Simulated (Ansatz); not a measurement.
A nudged elastic band was laid between two geometries of a periodic cell of 17 atoms, Si (host Si, host structure diamond, interstitial Si).

The calculation used Ansatz, DFT PBEsol, scalar-relativistic, plane waves, PAW. Settings: PAW set soft_1, cutoff 420 eV, k mesh 2x2x2, gaussian smearing 0.02 eV, no spin polarisation.

- movable images: 5
- climbing image: yes
- spring: 2.0 to 10.0 eV/Å², energy-weighted
- optimiser: quadratic models (default)
- start path: IDPP
- force threshold: 0.05 eV/Å
- iteration limit: 80
- end points: relaxed

First end point:

```xyz
17
Lattice="0.0000 5.4300 5.4300 5.4300 0.0000 5.4300 5.4300 5.4300 0.0000" Properties=species:S:1:pos:R:3
Si 0.020 0.020 0.020
Si 1.354 1.351 1.361
Si 2.687 2.687 0.028
Si 4.071 4.071 1.391
Si 2.695 0.021 2.694
Si 4.073 1.391 4.072
Si 5.434 2.710 2.711
Si 6.754 4.071 4.074
Si 0.023 2.692 2.692
Si 1.390 4.073 4.071
Si 2.710 5.435 2.710
Si 4.071 6.754 4.074
Si 2.712 2.712 5.433
Si 4.074 4.073 6.755
Si 5.435 5.435 5.435
Si 6.788 6.789 6.787
Si 9.499 9.496 9.506
```

Last end point:

Only the atoms that move by more than 0.05 Å are listed.
```
Si17 8.139 8.143 8.141
```

(1) What changes between the two ends?

(2) What energy profile does the band end with?

(3) What is the geometry of the highest image?

The band took 10 iterations and roughly 2.7 core-minutes.

Results:

(1) Contacts lost: Si1–Si17. Contacts made: Si16–Si17. The atom that moves furthest is Si17, by 2.35 Å.

(2) The forces met the threshold. The highest image is number 3 of 0 to 6, 0.294 eV above the ends, which have the same energy within 2 meV. By the program's own check the climbing image is a first-order saddle point (lowest curvatures found: -0.25 and 0.89 eV/Å²). Limits of this set-up: coarse k mesh, PAW files made for another functional.

```tsv
image	path coordinate (Å)	energy (eV)	Si1–Si17 (Å)	Si16–Si17 (Å)
0	0.00	0.000	2.39	4.70
1	0.72	0.170	2.47	4.10
2	1.22	0.272	2.68	3.63
3	1.71	0.294	3.10	3.11
4	2.19	0.273	3.63	2.68
5	2.70	0.168	4.10	2.47
6	3.44	0.000	4.70	2.39
```

(3) 
```xyz
17
Lattice="0.0000 5.4300 5.4300 5.4300 0.0000 5.4300 5.4300 5.4300 0.0000" Properties=species:S:1:pos:R:3:forces:R:3
Si -0.248 -0.247 -0.246 0.00 0.00 0.00
Si 1.129 1.130 1.132 0.01 0.01 0.01
Si 2.615 2.614 0.105 -0.02 -0.02 0.00
Si 3.994 3.994 1.382 0.01 0.01 -0.02
Si 2.622 0.101 2.612 -0.03 0.01 -0.01
Si 3.995 1.383 3.996 0.01 -0.02 0.01
Si 5.403 2.791 2.791 0.03 -0.02 -0.01
Si 6.683 4.173 4.167 0.00 0.01 0.03
Si 0.102 2.622 2.614 0.01 -0.04 0.00
Si 1.382 3.996 3.997 -0.02 0.01 0.01
Si 2.791 5.403 2.792 -0.01 0.03 -0.01
Si 4.174 6.685 4.165 0.01 -0.01 0.03
Si 2.789 2.789 5.405 -0.01 -0.01 0.03
Si 4.170 4.166 6.686 0.01 0.03 -0.01
Si 5.654 5.654 5.655 -0.01 0.00 0.00
Si 7.031 7.031 7.033 0.00 0.00 0.00
Si 8.819 8.823 8.833 0.03 0.01 -0.05
```

The run took 2.7 min on 1 thread of AMD EPYC 9R45 96-Core Processor (Zen 5) (shared host), peak memory 0.87 GiB.
